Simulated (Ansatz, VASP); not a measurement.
Si in VASP and in Ansatz

```
Si
1.0
     3.85120    0.00000    0.00000
    -1.92560    3.33524    0.00000
     0.00000    0.00000    6.33487
Si
4
Direct
  0.33333 0.66667 0.99968
  0.66667 0.33333 0.49968
  0.33333 0.66667 0.37432
  0.66667 0.33333 0.87432
```

Change from the starting cell: strained cell.

Alike in both runs: functional r2SCAN; k mesh 9 × 9 × 4; occupations gaussian, width 0.02 eV; no spin polarisation.

Ansatz relaxed the structure, and its values are those at the end. VASP's run is a single point on that final structure, the one shown.

```csv
,VASP,Ansatz
version,VASP 6.6.1,Ansatz 0.2.0
potentials or method,"VASP PAW PBE potentials, release 64 (Si)","scalar-relativistic, plane waves, PAW"
plane-wave cutoff (eV),520,500
valence electrons in the cell,16,16
```

|  | VASP | Ansatz | Ansatz less VASP |
| --- | --- | --- | --- |
| gap on the k mesh at the Fermi level (eV) | 0.66 | 0.65 | -0.013 |
| least direct gap on the mesh (eV) | 1.29 | 1.28 | -0.013 |
| pressure (GPa) | -1.1 | -0.8 | +0.22 |

Ansatz warned: «stress_scf_threshold_loose».

Caveats: the PAW data sets were made with another functional, which shifts forces and pressure a little (VASP); an odd mesh through Γ misses points on the zone boundary, where band edges often lie.
